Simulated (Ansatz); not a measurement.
# C (Fd-3m) in Ansatz: notebook

Aim: see how the results for C move with the level of theory and the settings. Levels: rPW86-PBE, PBE. Tasks: band structure, single point, equation of state.

All numbers are computed with Ansatz 0.2.0; they aren't measurements. Logs are shortened: lines on timing, memory, paths and dates and some standing lists are left out, and cuts for length are marked.

**What was measured.**

“Equation of state of cubic boron nitride at high pressures and temperatures”, 2007, arxiv:cond-mat/0702656 quotes, for a bulk crystal of C: bulk modulus 442 ± 5 GPa.

The runs below are set against these values where they give the same quantity.

## (1) The structure

The structure is cubic, space group Fd-3m (No. 227). Conventional cell: a = 3.567 Å, b = 3.567 Å, c = 3.567 Å, α = 90.00°, β = 90.00°, γ = 90.00°. C (site symmetry -43m) is surrounded by 4 C at 1.54 Å.

This isn't the form of C at room conditions, which is graphite.

## (2) Band structure, rPW86-PBE

Contents of input.yaml:

```yaml
crystal:
  lattice:
    - [0.0, 1.78337, 1.78337]
    - [1.78337, 0.0, 1.78337]
    - [1.78337, 1.78337, 0.0]
  atoms:
    - { symbol: C, position: [0.75, 0.75, 0.75] }
    - { symbol: C, position: [0.5, 0.5, 0.5] }
hamiltonian:
  xc: { exchange: rpw86, correlation: pbe }
  pseudopotentials: { kind: paw }
kpoints:
  mp_grid: { grid: [13, 13, 13] }
  band_path:
    path:
      - [[0.0, 0.0, 0.0], [0.5, 0.0, 0.5], [0.5, 0.25, 0.75], [0.375, 0.375, 0.75], [0.0, 0.0, 0.0], [0.5, 0.5, 0.5], [0.625, 0.25, 0.625], [0.5, 0.25, 0.75], [0.5, 0.5, 0.5], [0.375, 0.375, 0.75]]
      - [[0.625, 0.25, 0.625], [0.5, 0.0, 0.5]]
    npoints: 14
scf:
  occupations: { method: fermi_dirac, width: 0.05 }
  n_extra_bands: 6
output:
  forces: true
  stress: true
  eigenvalues: true
  fatbands: false
```

Potentials or basis: Ansatz PAW.

On the command line:

```bash
$ ansatz run input.yaml --threads 2 --pin off --max-ram 5120MiB --backend cpu --events-out ev --progress --plain --runs-dir out
```

The program printed:

```text
Warning: RAYON_NUM_THREADS=2 ignored (pool sized by the plan → 2); use --threads N
scf.n_extra_bands = 6 over 4 filled bands (N_el = 8.0): the run solves 10 bands
Engine: ansatz 0.2.0, x86_64-unknown-linux-gnu
Pseudopotentials: kind: paw
Pseudopotential: C, paw, valence charge 4, recommended cutoff 420 eV (normal), C.paw.azcp
Functional definition: unnamed
  exchange = rpw86_x
  correlation = pbe_c
Crystal: 2 atoms, lattice volume = 11.344 Å³
Basis set: ecut = 420 eV, 229 PW (Γ), exchange–correlation on 36×36×36 points (8 copies of the dense FFT grid, shifted against one another)
Bands: 10, of which v1, the nominal top of the filled ones, is band 4 counted from 1 (3 counted from 0)
Symmetry: 48 space group operations
Space group: Fd-3m (ITA 227), of the structure as read, at distance tolerance 2.2e-5 Å
k-points: 84 of 2197
Non-local potential: C, projectors of the file, l = 0: 2, l = 1: 2, l = 2: 1
PAW form: soft (Blöchl's): semilocal exchange-correlation on the pseudo side does not see the compensation charge
PAW frozen core: C, regenerated for the run's functional, and the local potential with it (the file was generated under x = pbe(κ = 0.804, μ = 0.2195149727645171), c = pbe(β = 0.06672455060314922))
PAW one-centre angular grid: C, 110 points (default); XC on 64 Gauss nodes
Initial density: superposition of atomic densities (neutral atoms: chi_scale 0, normalization atom), corrected by the library's trained network
Initial wavefunctions: pseudopotential atomic-orbital guess
Functional: x = rpw86, c = pbe(β = 0.06672455060314922)
SCF iter   1: F=—  HF=-508.524888 eV  |F-HF|=—  |Δ(HF+E_count)|=         —  Δρ=1.37e-2  dr2=1.63e-2  ethr=1.77e-3  ⟨swp⟩=4.8  Hψ=4909  notcnv=0  defer=4
preconditioner: auto → none  [insulator: Δε(μ)=4.510 eV  Ē_g=23.273 eV  σ=0.050 eV  W_gap=1.00  n_scr=0 (ndim 8)  ℏωp=31.2 eV  f_vac=0.000  D(μ)=0.00/eV (n_scr^D=0)  ε∞_Penn≈2.8]
SCF iter   2: F=—  HF=-508.519112 eV  |F-HF|=—  |Δ(HF+E_count)|=   5.78e-3  Δρ=5.88e-3  dr2=3.12e-3  ethr=2.03e-4  ⟨swp⟩=1.9  Hψ=1736  notcnv=0  defer=145
SCF iter   3: F=—  HF=-508.517829 eV  |F-HF|=—  |Δ(HF+E_count)|=   1.28e-3  Δρ=2.96e-4  dr2=3.14e-6  ethr=3.90e-5  ⟨swp⟩=2.5  Hψ=1347  notcnv=0  defer=145
SCF iter   4: F=—  HF=-508.517834 eV  |F-HF|=—  |Δ(HF+E_count)|=   4.53e-6  Δρ=4.13e-5  dr2=1.16e-7  ethr=3.93e-8  ⟨swp⟩=2.4  Hψ=1000  notcnv=0  defer=145
iter 5 did not close the SCF: its close was put off for the readings that it lacked (scf_convergence_deferred on its scf_iter line)
SCF iter   5: F=-508.517834 eV  HF=-508.517834 eV  |F-HF|=8.34e-11  |Δ(HF+E_count)|=   2.96e-8  Δρ=2.39e-6  dr2=3.64e-10  ethr=1.45e-9  ⟨swp⟩=2.4  Hψ=1019  notcnv=0  defer=145
SCF iter   6: F=-508.517834 eV  HF=-508.517834 eV  |F-HF|=6.25e-13  |Δ(HF+E_count)|=  1.18e-10  Δρ=9.34e-8  dr2=3.41e-13  ethr=4.55e-12  ⟨swp⟩=4.3  Hψ=3531  notcnv=0
SCF 1 converged in 6 iterations: F = -508.517834 eV  dr2 = 3.41e-13
NSCF: frozen V_eff on 142 k-points
SCF converged after 6 iterations
Free energy (F): -508.517834 eV
Harris-Foulkes:  -508.517834 eV  (|F-HF|=6.25e-13)
Internal energy: -508.517834 eV  (E = F + TS)
E sigma→0 (E₀):  -508.517834 eV
Fermi energy:    15.460057 eV
--- Per-component energies (eV) ---
  E_band       = 35.301671
  E_kinetic    = 185.959226
  E_local      = -125.514412  (includes V_loc(G=0)·N_el)
  E_nonlocal   = 54.569677
  E_hartree    = 27.715757
  E_xc         = -98.185410
  E_vxc        = -121.339983  (∫ρ·V_xc dr)
  E_paw        = -205.092698  (= ΣΔE_a)
  E_vpaw       = -13.804365  (= ΣTr[D̂ρ^β])
  E_aug_tail   = 0.000017  (compensation charges beyond the density's cutoff)
  E_ewald      = -347.961363
  E_core_change = -0.008627  (= ΣΔE_core)
  E_smearing   = -0.000000  (= −TS)
  E_closure    = 0.000000  (closes the sum)
  Σ components = -508.517834   (vs F -508.517834, Δ=0.00e0)
--- Forces (eV/Å), atoms counted from 1 ---
  atom   1  C      0.00000000     0.00000000    -0.00000000
  atom   2  C      0.00000000     0.00000000    -0.00000000
  max |Σ_I F_I| component: 2.04e-16 eV/Å
--- Stress (GPa, compression-positive) ---
        8.803451       0.000000      -0.000000
       -0.000000       8.803451       0.000000
       -0.000000      -0.000000       8.803451
  P = ⅓ Tr σ = 8.8035 GPa (88.035 kbar)
--- Band table (eV; the first three rows and the last of 84) ---
  k-point 0: bands = ["-7.9924", "13.2746", "13.2746", "13.2746", "18.9709", "18.9709", "18.9709", "26.6086", "33.0457", "40.0830"]
  k-point 1: bands = ["-7.8298", "12.2348", "13.0014", "13.0014", "19.3282", "19.3282", "19.5889", "26.7511", "33.3063", "38.2216"]
  k-point 2: bands = ["-7.3435", "10.0072", "12.3827", "12.3827", "20.1434", "20.1434", "20.6101", "27.1692", "33.8852", "36.6577"]
  k-point 83: bands = ["0.6046", "2.0391", "4.8093", "5.7718", "23.7329", "23.7461", "25.4087", "26.7145", "33.7965", "35.4965"]
```

bands.tsv:

```text
# k_distance	band_0	band_1	band_2	band_3	band_4	band_5	band_6	band_7	band_8	band_9
# fermi_ev = 15.460057
# lock_threshold_ev = 1e-6
# [0, 0, 0] at k_distance = 0.000000
[... 152 lines left out ...]
11.041164	-14.759012	-14.630074	-9.333860	-8.220705	3.072421	4.307758	14.048950	14.301260	19.968897	21.417104
11.085651	-14.773653	-14.687698	-9.076087	-8.273814	3.021115	3.905432	14.198045	14.372111	20.297854	21.338586
11.130138	-14.788084	-14.734854	-8.847536	-8.317406	2.979060	3.560292	14.322342	14.434154	20.585696	21.272316
11.174625	-14.800736	-14.771542	-8.657472	-8.351406	2.946288	3.280512	14.420504	14.483570	20.823191	21.219311
11.219113	-14.810500	-14.797755	-8.514429	-8.375742	2.922846	3.073868	14.491437	14.519519	21.001187	21.180638
11.263600	-14.816637	-14.813485	-8.425452	-8.390364	2.908768	2.946914	14.534331	14.541359	21.111699	21.157101
11.308087	-14.818729	-14.818729	-8.395241	-8.395241	2.904073	2.904073	14.548685	14.548685	21.149199	21.149199
```

Wall time 0.71 s (2 threads of Intel Xeon at 2.60GHz (Ice Lake), shared host); peak memory 0.31 GiB.

Results:

```
Free energy             : -508.5178 eV
Pressure                : 8.8 GPa
Band gap on the k mesh  : 4.43 eV, indirect (least direct gap 5.70 eV)
Band gap along the path : 4.40 eV, indirect (least direct gap 5.70 eV)
```

Levels at the corners of the path, in eV from the valence-band top:
| point | band 1 | band 2 | band 3 | band 4 | band 5 | band 6 | band 7 | band 8 |
| --- | --- | --- | --- | --- | --- | --- | --- | --- |
| Γ | -21.27 | 0.00 | 0.00 | 0.00 | 5.70 | 5.70 | 5.70 | 13.33 |
| X | -12.63 | -12.63 | -6.21 | -6.21 | 5.09 | 5.09 | 16.73 | 16.73 |
| W | -11.88 | -11.88 | -8.14 | -8.14 | 10.87 | 10.87 | 12.36 | 12.36 |
| K | -12.87 | -11.61 | -9.12 | -5.29 | 5.99 | 10.93 | 14.35 | 15.61 |
| Γ | -21.27 | 0.00 | 0.00 | 0.00 | 5.70 | 5.70 | 5.70 | 13.33 |
| L | -15.57 | -13.16 | -2.77 | -2.77 | 8.61 | 8.61 | 8.96 | 15.92 |
| U | -12.87 | -11.61 | -9.12 | -5.29 | 5.99 | 10.93 | 14.35 | 15.61 |
| W | -11.88 | -11.88 | -8.14 | -8.14 | 10.87 | 10.87 | 12.36 | 12.36 |
| L | -15.57 | -13.16 | -2.77 | -2.77 | 8.61 | 8.61 | 8.96 | 15.92 |
| K | -12.87 | -11.61 | -9.12 | -5.29 | 5.99 | 10.93 | 14.35 | 15.61 |
| U | -12.87 | -11.61 | -9.12 | -5.29 | 5.99 | 10.93 | 14.35 | 15.61 |
| X | -12.63 | -12.63 | -6.21 | -6.21 | 5.09 | 5.09 | 16.73 | 16.73 |

Caveat: the pressure holds a Pulay correction of +1.2 GPa for the finite cutoff; the PAW data sets come from PBE, with cores solved anew for the run's functional, which leaves a small shift of forces and pressure.

## (3) Band structure, PBE

input.yaml: that of step 2 with these lines changed.

```diff
@@ -9,4 +9,4 @@
 hamiltonian:
-  xc: { exchange: rpw86, correlation: pbe }
-  pseudopotentials: { kind: paw }
+  xc: pbe
+  pseudopotentials: { kind: paw, core: large }
 kpoints:
@@ -25,2 +25,2 @@
   eigenvalues: true
-  fatbands: false
+  fatbands: true
```

Potentials or basis: Ansatz PAW.

On the command line:

```bash
$ ansatz run input.yaml --threads 2 --pin off --max-ram 5120MiB --backend cpu --events-out ev --progress --plain --runs-dir out
```

It took 0.72 s on 2 threads of Intel Xeon at 2.60GHz (Ice Lake), shared host; peak memory 0.3 GiB.

Results (log left out):

```
Free energy             : -501.6155 eV
Pressure                : 1.8 GPa
Band gap on the k mesh  : 4.15 eV, indirect (least direct gap 5.59 eV)
Band gap along the path : 4.14 eV, indirect (least direct gap 5.59 eV)
```

Levels at the corners of the path, in eV from the valence-band top:
```csv
point,band 1,band 2,band 3,band 4,band 5,band 6,band 7,band 8,band 9
Γ,-21.48,0.00,0.00,0.00,5.59,5.59,5.59,13.28,19.25
X,-12.77,-12.77,-6.31,-6.31,4.77,4.77,16.80,16.80,23.20
W,-11.98,-11.98,-8.33,-8.33,10.62,10.62,12.30,12.30,21.31
K,-12.98,-11.74,-9.32,-5.37,5.68,10.74,14.36,15.61,18.67
Γ,-21.48,0.00,0.00,0.00,5.59,5.59,5.59,13.28,19.25
L,-15.70,-13.38,-2.81,-2.81,8.47,8.47,8.83,15.68,21.86
U,-12.98,-11.74,-9.32,-5.37,5.68,10.74,14.36,15.61,18.67
W,-11.98,-11.98,-8.33,-8.33,10.62,10.62,12.30,12.30,21.31
L,-15.70,-13.38,-2.81,-2.81,8.47,8.47,8.83,15.68,21.86
K,-12.98,-11.74,-9.32,-5.37,5.68,10.74,14.36,15.61,18.67
U,-12.98,-11.74,-9.32,-5.37,5.68,10.74,14.36,15.61,18.67
X,-12.77,-12.77,-6.31,-6.31,4.77,4.77,16.80,16.80,23.20
```

Caveat: the pressure holds a Pulay correction of +1.0 GPa for the finite cutoff. Expect the measured gap to be larger: semilocal functionals such as PBE lack the derivative discontinuity.

(Continued in part 2 of 2.)
